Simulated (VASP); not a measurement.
# PtSe2 (strained 1T (CdI2) bulk): one PBE single-point calculation in two programs

```cif
data_structure
_symmetry_space_group_name_H-M 'P 1'
_symmetry_Int_Tables_number 1
_cell_length_a 3.6914
_cell_length_b 3.6914
_cell_length_c 5.4372
_cell_angle_alpha 90.000
_cell_angle_beta 90.000
_cell_angle_gamma 120.000
_cell_volume 64.16
loop_
_atom_site_label
_atom_site_type_symbol
_atom_site_fract_x
_atom_site_fract_y
_atom_site_fract_z
_atom_site_occupancy
Pt1 Pt 0.00000 0.00000 0.00000 1
Se1 Se 0.33333 0.66667 0.24274 1
Se2 Se 0.66667 0.33333 0.75726 1
```

Datasets and cutoffs are each program's own. VASP's cell holds 22 valence electrons and Ansatz's 50. Ansatz's stress includes a Pulay correction; VASP's doesn't.

Cutoffs: 520 eV in VASP, 420 eV in Ansatz. k meshes: 12×12×6 and 12×12×6.

|  | VASP | Ansatz |
| --- | --- | --- |
| gap between bands v and c | -0.13 eV (bands overlap: a metal) | -0.12 eV (bands overlap: a metal) |
| least direct gap | 0.40 eV | 0.42 eV |
| pressure | 4.7 GPa | 4.8 GPa |
| largest force | 0.17 eV/Å | 0.17 eV/Å |

Band v is the last that the valence electrons fill when counted band by band, and c is the next. Levels in eV from the top of v, Ansatz:

| point | v−1 | v | c | c+1 |
| --- | --- | --- | --- | --- |
| Γ | -0.96 | 0.00 | 1.66 | 1.66 |
| M | -3.13 | -2.93 | 0.80 | 2.11 |
| K | -1.78 | -1.78 | 0.09 | 0.09 |
| A | -1.22 | -1.22 | 2.19 | 2.19 |
| L | -2.69 | -1.68 | 1.19 | 1.59 |
| H | -2.36 | -2.36 | 1.66 | 1.66 |

VASP:

```tsv
point	v−1	v	c	c+1
Γ	-0.95	0.00	1.65	1.65
M	-3.13	-2.94	0.79	2.11
K	-1.78	-1.78	0.08	0.08
A	-1.22	-1.22	2.18	2.18
L	-2.69	-1.68	1.19	1.58
H	-2.37	-2.37	1.65	1.65
```

Forces (eV/Å), VASP:

```tsv
atom	Fx	Fy	Fz
Pt	0.000	0.000	0.000
Se	0.000	0.000	0.174
Se	0.000	0.000	-0.174
```

Ansatz:

```json
{"atom": "Pt", "Fx": "0.000", "Fy": "0.000", "Fz": "0.000"}
{"atom": "Se", "Fx": "0.000", "Fy": "0.000", "Fz": "0.172"}
{"atom": "Se", "Fx": "0.000", "Fy": "0.000", "Fz": "-0.172"}
```
